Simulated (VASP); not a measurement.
# AlN (P6_3mc) in VASP: dielectric tensor with PBE+D3(BJ)

Aim: the dielectric tensor of AlN with PBE+D3(BJ).

Program: VASP 6.6.1. These are calculated values, not measurements. Logs are shortened: lines on timing, memory, paths and dates and some standing lists are left out, and cuts for length are marked.

**Measured values to compare with.**

From “Self-assembly of well-separated AlN nanowires directly on sputtered metallic TiN films”, 2019, arxiv:1910.07391, for a bulk crystal of AlN at 10 K: band gap 6.034 eV (an exciton energy, a little under the gap).

The runs below are set against these values where they give the same quantity.

### Step 1. Starting point

Symmetry: P6_3mc, No. 186, hexagonal system. Conventional cell: a = 3.108 Å, b = 3.108 Å, c = 4.977 Å, α = 90.00°, β = 90.00°, γ = 120.00°. Around Al (site symmetry 3m) lie 4 N at 1.89 to 1.90 Å. Around N (site symmetry 3m) lie 4 Al at 1.89 to 1.90 Å.

### Step 2. Dielectric tensor, PBE+D3(BJ)

Contents of INCAR:

```
SYSTEM = AlN
PREC     = Accurate       ! precision mode
ENCUT    = 520            ! plane-wave cutoff, eV
EDIFF    = 1E-7           ! SCF threshold, eV
ISMEAR   = 0              ! smearing method
SIGMA    = 0.02           ! smearing width, eV
LREAL    = .FALSE.        ! projectors in reciprocal space
LASPH    = .TRUE.         ! aspherical terms in the spheres
NELM     = 60             ! most SCF steps
ALGO     = Fast           ! electronic algorithm
ISIF     = 2              ! what is computed and relaxed
LWAVE    = .FALSE.        ! write WAVECAR
LCHARG   = .FALSE.        ! write CHGCAR
GGA      = PE             ! functional
IVDW     = 12             ! dispersion correction
LEPSILON = .TRUE.         ! dielectric tensor by DFPT
KPAR     = 4
```

Contents of KPOINTS:

```
Automatic mesh
0
G
  12 12 6
  0 0 0
```

Contents of POSCAR:

```
AlN                                     
1.0
    3.1079788316      0.0000000000     -0.0000000000
   -1.5539894158      2.6915886206      0.0000000000
   -0.0000000000     -0.0000000000      4.9771936413
  Al              N             
     2     2
Direct
     0.3333333300000021    0.6666666699999979    0.9990653339944821
     0.6666666699999979    0.3333333300000021    0.4990653339944821
     0.3333333300000021    0.6666666699999979    0.3809346660055205
     0.6666666699999979    0.3333333300000021    0.8809346660055205
```

Potentials or basis: VASP PAW PBE potentials, release 64 (Al, N).

Command:

```
> cat potpaw_PBE.64/Al/POTCAR potpaw_PBE.64/N/POTCAR > POTCAR
> mpirun -np 4 vasp_std > vasp.out
```

OUTCAR:

```text
SYSTEM = AlN
   PREC = Accurate
   ENCUT = 520
   EDIFF = 1E-7
   ISMEAR = 0
   LREAL = .FALSE.
   LASPH = .TRUE.
   NELM = 60
   ISIF = 2
   GGA = PE
   IVDW = 12
   LEPSILON = .TRUE.
 IVDW          = 12

 ion  position               nearest neighbor table
   1  0.333  0.667  0.999-   4 1.89   4 1.89   4 1.89   3 1.90   2 3.07   2 3.07   2 3.07   2 3.07
                             2 3.07   2 3.07
   2  0.667  0.333  0.499-   3 1.89   3 1.89   3 1.89   4 1.90   1 3.07   1 3.07   1 3.07   1 3.07
                             1 3.07   1 3.07
   3  0.333  0.667  0.381-   2 1.89   2 1.89   2 1.89   1 1.90
   4  0.667  0.333  0.881-   1 1.89   1 1.89   1 1.89   2 1.90

  LATTYP: Found a hexagonal cell.
 ALAT       =     3.1079788316
 C/A-ratio  =     1.6014245627

  Lattice vectors:

 A1 = (   3.1079788316,   0.0000000000,   0.0000000000)
 A2 = (  -1.5539894158,   2.6915886206,   0.0000000000)
 A3 = (   0.0000000000,   0.0000000000,   4.9771936413)

Analysis of symmetry for initial positions (statically):
=====================================================================
 Subroutine PRICEL returns:
 Original cell was already a primitive cell.

 Routine SETGRP: Setting up the symmetry group for a
 hexagonal supercell.

 Subroutine GETGRP returns: Found 12 space group operations
 (whereof  6 operations were pure point group operations)
 out of a pool of 24 trial point group operations.

The static configuration has the point symmetry C_3v.
 The point group associated with its full space group is C_6v.

Analysis of symmetry for dynamics (positions and initial velocities):
=====================================================================
 Subroutine PRICEL returns:
 Original cell was already a primitive cell.

 Routine SETGRP: Setting up the symmetry group for a
 hexagonal supercell.

 Subroutine GETGRP returns: Found 12 space group operations
 (whereof  6 operations were pure point group operations)
 out of a pool of 24 trial point group operations.

The dynamic configuration has the point symmetry C_3v.
 The point group associated with its full space group is C_6v.

 Subroutine INISYM returns: Found 12 space group operations
 (whereof  6 operations are pure point group operations),
 and found     1 'primitive' translations

----------------------------------------------------------------------------------------

                                     Primitive cell

[... 529 lines left out ...]
      1.55399      0.89720      4.38458         0.000000     -0.000000     -0.001082
 -----------------------------------------------------------------------------------
    total drift:                               -0.000009      0.000005     -0.000829

  FREE ENERGIE OF THE ION-ELECTRON SYSTEM (eV)
  ---------------------------------------------------
  free  energy   TOTEN  =       -30.8462352217 eV

  energy  without entropy=      -30.8462352217  energy(sigma->0) =      -30.84623522

 HEAD OF MICROSCOPIC STATIC DIELECTRIC TENSOR (INDEPENDENT PARTICLE, excluding Hartree and local field effects)
 ------------------------------------------------------
           4.566429     0.000000     0.000000
           0.000000     4.566429     0.000000
           0.000000    -0.000000     4.773266
 ------------------------------------------------------

 Free energy of the ion-electron system (eV)
  ---------------------------------------------------
  ---------------------------------------------------
  free energy    TOTEN  =        -0.43507417 eV

  energy without entropy =       -0.43507417

------------------------ aborting loop because EDIFF is reached ----------------------------------------

 Edisp (eV)   -1.07773

 E8    (eV) :    -0.4209
[... 7 lines left out ...]
 E8    (eV) :    -0.4209

--------------------------------------- Ionic step        3  -------------------------------------------

 Free energy of the ion-electron system (eV)
  ---------------------------------------------------
  ---------------------------------------------------
  free energy    TOTEN  =        -0.46153861 eV

  energy without entropy =       -0.46153861

------------------------ aborting loop because EDIFF is reached ----------------------------------------

 Edisp (eV)   -1.07773

 E8    (eV) :    -0.4209

 PIEZOELECTRIC TENSOR FIELD DIRECTION 3  (e Angst)
 -----------------------------------------------------------------------------
     0.68009  0.00000 -0.00000           (  0.00355  0.00000  0.00000)
     0.00000  0.68009 -0.00000           (  0.00000  0.00355 -0.00000)
     0.00000  0.00000 -1.03794           (  0.00000 -0.00000 -0.00290)

 PIEZOELECTRIC TENSOR FIELD DIRECTION 3  (C/m^2)
 -----------------------------------------------------------------------------
     0.26170  0.00000 -0.00000
     0.00000  0.26170 -0.00000
     0.00000  0.00000 -0.39940

 MACROSCOPIC STATIC DIELECTRIC TENSOR (including local field effects in DFT)
 ------------------------------------------------------
           4.426132     0.000000    -0.000000
           0.000000     4.426132     0.000000
           0.000000     0.000000     4.650625
 ------------------------------------------------------

 PIEZOELECTRIC TENSOR (including local field effects)  for field in x, y, z        (e  Angst)
          XX          YY          ZZ          XY          YZ          ZX
  --------------------------------------------------------------------------------
  x     0.00000     0.00000     0.00000     0.00000     0.00000     0.87369
  y     0.00000     0.00000     0.00000     0.00000     0.87369     0.00000
  z     0.68009     0.68009    -1.03794     0.00000     0.00000     0.00000

 PIEZOELECTRIC TENSOR (including local field effects)  for field in x, y, z        (C/m^2)
          XX          YY          ZZ          XY          YZ          ZX
  --------------------------------------------------------------------------------
  x     0.00000     0.00000     0.00000     0.00000     0.00000     0.33620
  y     0.00000     0.00000     0.00000     0.00000     0.33620     0.00000
  z     0.26170     0.26170    -0.39940     0.00000     0.00000     0.00000

 BORN EFFECTIVE CHARGES (including local field effects) (in |e|, cummulative output)
 ---------------------------------------------------------------------------------
 ion    1
    1     2.51257    -0.00000     0.00000
    2     0.00000     2.51257    -0.00000
    3     0.00000     0.00000     2.67496
 ion    2
    1     2.51257     0.00000     0.00000
    2     0.00000     2.51257     0.00000
    3     0.00000     0.00000     2.67496
 ion    3
    1    -2.51257     0.00000     0.00000
    2     0.00000    -2.51257     0.00000
    3     0.00000     0.00000    -2.67496
 ion    4
    1    -2.51257     0.00000     0.00000
    2     0.00000    -2.51257     0.00000
    3     0.00000    -0.00000    -2.67496
```

Wall time 59 s (4 MPI ranks of Intel Xeon Platinum 8488C (Sapphire Rapids), shared host); peak memory 0.42 GiB.

Results:

- Band gap on the k mesh: 4.23 eV, direct
- Electronic dielectric tensor (diagonal): 4.43, 4.43, 4.65
- Born charges (mean of the diagonal): Al +2.57; N -2.57 e
- Dispersion energy per atom: -0.269 eV

Electronic dielectric tensor:
```
4.43 0.00 0.00
0.00 4.43 0.00
0.00 0.00 4.65
```

Born effective charge tensors (e):
atom 1, Al
```
2.51 0.00 0.00
0.00 2.51 0.00
0.00 0.00 2.67
```
atom 2, Al
```
2.51 0.00 0.00
0.00 2.51 0.00
0.00 0.00 2.67
```
atom 3, N
```
-2.51  0.00  0.00
 0.00 -2.51  0.00
 0.00  0.00 -2.67
```
atom 4, N
```
-2.51  0.00  0.00
 0.00 -2.51  0.00
 0.00  0.00 -2.67
```

### Step 3. Comparison with measurements

Step 2. Against the measured gap of AlN, 6.034 eV (an exciton energy, a little under the gap; 10 K; quoted in “Self-assembly of well-separated AlN nanowires directly on sputtered metallic TiN films”, 2019, arxiv:1910.07391), the calculated 4.23 eV is off by -1.80 eV. 2 values of this kind are on record (6.034 to 6.0343 eV); this one was drawn at random. The value is that of PBE+D3(BJ) on a finite k mesh, which can miss the band edges, without temperature or zero-point motion. Semilocal functionals fall short of measured gaps as a rule.
